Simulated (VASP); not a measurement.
# Ca (P6_3/mmc) in VASP: further runs, part 2 of 2

VASP 6.6.1. Earlier steps stand in the parts before.

### Step 4. Single point, PBE (strain +0.080 along x and y, -0.080 along z, atoms carried along)

The input, INCAR:

```
SYSTEM = Ca
PREC = Accurate
ENCUT = 520
EDIFF = 1E-7
ISMEAR = 0
SIGMA = 0.15
LREAL = .False.
LASPH = .True.
NELM = 100
ALGO = Fast
ISIF = 2
LWAVE = .False.
LCHARG = .False.
GGA = PE
NBANDS = 17
```

The input, KPOINTS:

```
Automatic mesh
0
Gamma
  15 15 8
  0 0 0
```

The input, POSCAR:

```
Ca
1.0
    4.2983994823      0.0000000000      0.0000000000
   -2.1491997411      3.7225231472      0.0000000000
    0.0000000000      0.0000000000      5.9984000000
Ca
2
Direct
    0.3333333333      0.6666666667      0.2500000000
    0.6666666667      0.3333333333      0.7500000000
```

Potentials or basis: VASP PAW PBE potentials, release 64 (Ca_sv).

Command:

```console
$ cat potpaw_PBE.64/Ca_sv/POTCAR > POTCAR
$ mpirun -np 1 vasp_std > vasp.out
```

OUTCAR:

```text
SYSTEM = Ca
   PREC = Accurate
   ENCUT = 520
   EDIFF = 1E-7
   ISMEAR = 0
   LREAL = .False.
   LASPH = .True.
   NELM = 100
   ISIF = 2
   GGA = PE

 ion  position               nearest neighbor table
   1  0.333  0.667  0.250-
   2  0.667  0.333  0.750-

  LATTYP: Found a hexagonal cell.
 ALAT       =     4.2983994823
 C/A-ratio  =     1.3954961666

  Lattice vectors:

 A1 = (   4.2983994823,   0.0000000000,   0.0000000000)
 A2 = (  -2.1491997411,   3.7225231472,   0.0000000000)
 A3 = (   0.0000000000,   0.0000000000,   5.9984000000)

Analysis of symmetry for initial positions (statically):
=====================================================================
 Subroutine PRICEL returns:
 Original cell was already a primitive cell.

 Routine SETGRP: Setting up the symmetry group for a
 hexagonal supercell.

 Subroutine GETGRP returns: Found 24 space group operations
 (whereof 12 operations were pure point group operations)
 out of a pool of 24 trial point group operations.

The static configuration has the point symmetry D_3d.
 The point group associated with its full space group is D_6h.

[... 161 lines left out ...]

  energy without entropy =       -3.67115980  energy(sigma->0) =       -3.68685550

 E-fermi :   1.5017     XC(G=0):  -7.3416

 val. band max:        1.5000730246   @ k =   0.4000   0.1333   0.3750
 cond. band min:       1.5120844116   @ k =   0.4667  -0.0000   0.5000
 fundamental gap:      0.0120113870
 Fermi energy:         1.5017304381

 k-point     1 :       0.0000    0.0000    0.0000
  band No.  band energies     occupation
      1     -40.8419      2.00000
      2     -40.8279      2.00000
      3     -21.8834      2.00000
      4     -21.7974      2.00000
      5     -21.7974      2.00000
      6     -21.7697      2.00000
[... 457 lines left out ...]
      4     -21.8305      2.00000
      5     -21.8131      2.00000
      6     -21.8067      2.00000
[... 9 lines left out ...]
     16       4.6992      0.00000
     17       4.9700      0.00000

 [... further k-points ...]

------------------------ aborting loop because EDIFF is reached ----------------------------------------

  FORCE on cell =-STRESS in cart. coord.  units (eV):
  Direction    XX          YY          ZZ          XY          YZ          ZX
  --------------------------------------------------------------------------------------
  -------------------------------------------------------------------------------------
  Total       -1.4567025     -1.4567025      0.2876343     -0.0000000      0.0000000     -0.0000000
  in kB      -24.3165427    -24.3165427      4.8014410     -0.0000000      0.0000000     -0.0000000
  external PRESSURE =     -14.6105482 kB  Pullay stress =       0.0000000 kB

 VOLUME and BASIS-vectors are now :
 -----------------------------------------------------------------------------
  energy-cutoff  :      520.00
  volume of cell :       95.98
      direct lattice vectors                 reciprocal lattice vectors
     4.298399482  0.000000000  0.000000000     0.232644733  0.134317499  0.000000000
    -2.149199741  3.722523147  0.000000000     0.000000000  0.268634998  0.000000000
     0.000000000  0.000000000  5.998400000     0.000000000  0.000000000  0.166711123

 POSITION                                       TOTAL-FORCE (eV/Angst)
 -----------------------------------------------------------------------------------
     -0.00000      2.48168      1.49960        -0.000000      0.000000     -0.000000
      2.14920      1.24084      4.49880         0.000000      0.000000      0.000000
 -----------------------------------------------------------------------------------
    total drift:                               -0.000000      0.000000     -0.000000

  FREE ENERGIE OF THE ION-ELECTRON SYSTEM (eV)
  ---------------------------------------------------
  free  energy   TOTEN  =        -3.7025511989 eV

  energy  without entropy=       -3.6711597952  energy(sigma->0) =       -3.68685550
```

OSZICAR:

```text
N       E                     dE             d eps       ncg     rms          rms(c)
DAV:   1     0.167613146022E+03    0.16761E+03   -0.99463E+03  4590   0.104E+03
DAV:   2     0.545045158907E+01   -0.16216E+03   -0.16038E+03  5220   0.309E+02
DAV:   3    -0.338022902887E+01   -0.88307E+01   -0.87630E+01  8880   0.519E+01
DAV:   4    -0.369069224722E+01   -0.31046E+00   -0.30986E+00  5944   0.103E+01
DAV:   5    -0.370613676612E+01   -0.15445E-01   -0.15438E-01  7768   0.151E+00    0.315E+00
RMM:   6    -0.370094365391E+01    0.51931E-02   -0.19584E-02  4965   0.139E+00    0.196E+00
RMM:   7    -0.370278842451E+01   -0.18448E-02   -0.47682E-02  5341   0.241E+00    0.152E-01
RMM:   8    -0.370220335396E+01    0.58507E-03   -0.10557E-02  5700   0.113E+00    0.375E-02
RMM:   9    -0.370245553127E+01   -0.25218E-03   -0.31124E-03  7106   0.537E-01    0.372E-02
RMM:  10    -0.370252459411E+01   -0.69063E-04   -0.73203E-04  7108   0.191E-01    0.302E-02
RMM:  11    -0.370254123839E+01   -0.16644E-04   -0.25703E-04  7178   0.121E-01    0.171E-02
RMM:  12    -0.370254671152E+01   -0.54731E-05   -0.66014E-05  7587   0.450E-02    0.196E-03
RMM:  13    -0.370254938779E+01   -0.26763E-05   -0.27034E-05  7498   0.214E-02    0.108E-03
RMM:  14    -0.370254989696E+01   -0.50918E-06   -0.94244E-06  7424   0.114E-02    0.318E-03
RMM:  15    -0.370255089129E+01   -0.99433E-06   -0.40431E-06  6525   0.628E-03    0.424E-04
RMM:  16    -0.370255124720E+01   -0.35591E-06   -0.13807E-06  6061   0.375E-03    0.639E-04
RMM:  17    -0.370255119890E+01    0.48299E-07   -0.80805E-07  5551   0.249E-03
   1 F= -.37025512E+01 E0= -.36868555E+01  d E =-.313914E-01
```

stdout:

```text
POSCAR found type information on POSCAR Ca
 POSCAR found :  1 types and       2 ions
 scaLAPACK will be used
 LDA part: xc-table for (Slater+PW92), standard interpolation
 POSCAR, INCAR and KPOINTS ok, starting setup
 FFT: planning ... GRIDC
 FFT: planning ... GRID_SOFT
 FFT: planning ... GRID
 WAVECAR not read
 entering main loop
WARNING in EDDRMM: call to ZHEGV failed, returncode =   8  4     17
WARNING in EDDRMM: call to ZHEGV failed, returncode =   8  4      9
WARNING in EDDRMM: call to ZHEGV failed, returncode =   6  3     11
 num prob RMM:  14    -0.370254989696E+01   -0.50918E-06   -0.94244E-06  7424   0.114E-02    0.318E-03
 num prob RMM:  15    -0.370255089129E+01   -0.99433E-06   -0.40431E-06  6525   0.628E-03    0.424E-04
 num prob WARNING in EDDRMM: call to ZHEGV failed, returncode =   8  4     14
 num prob  num prob  num prob WARNING in EDDRMM: call to ZHEGV failed, returncode =   6  3      9
 num prob RMM:  16    -0.370255124720E+01   -0.35591E-06   -0.13807E-06  6061   0.375E-03    0.639E-04
 num prob  num prob WARNING in EDDRMM: call to ZHEGV failed, returncode =   8  4     15
 num prob RMM:  17    -0.370255119890E+01    0.48299E-07   -0.80805E-07  5551   0.249E-03
```

Wall time 1.7 min (1 thread of Intel Xeon 6975P-C (Granite Rapids), shared host); peak memory 0.34 GiB.

Results:

```
Free energy            : -3.7026 eV
Pressure               : -1.5 GPa
Band gap on the k mesh : none (metal or under the smearing width)
```

### Step 5. Overview

```csv
cell,further INCAR settings,gap on the mesh (eV),pressure (GPa)
"strain -0.080 along x and y, +0.000 along z, atoms carried along",ALGO = Fast; EDIFF = 1e-06; NBANDS = 17,none,2.4
"strain -0.080 along x and y, -0.080 along z, atoms carried along",ALGO = Fast; EDIFF = 1e-07; NBANDS = 17,none,4.7
"strain +0.080 along x and y, -0.080 along z, atoms carried along",ALGO = Fast; EDIFF = 1e-07; NBANDS = 17,none,-1.5
```

Alike in all rows: task single point; level PBE; potentials or basis VASP PAW PBE potentials, release 64 (Ca_sv); no spin polarisation; k mesh 15 × 15 × 8; cutoff (eV) 520; smearing gaussian 0.15 eV.

Total energies depend on the potentials used, so only differences within one code and one set of settings carry meaning.
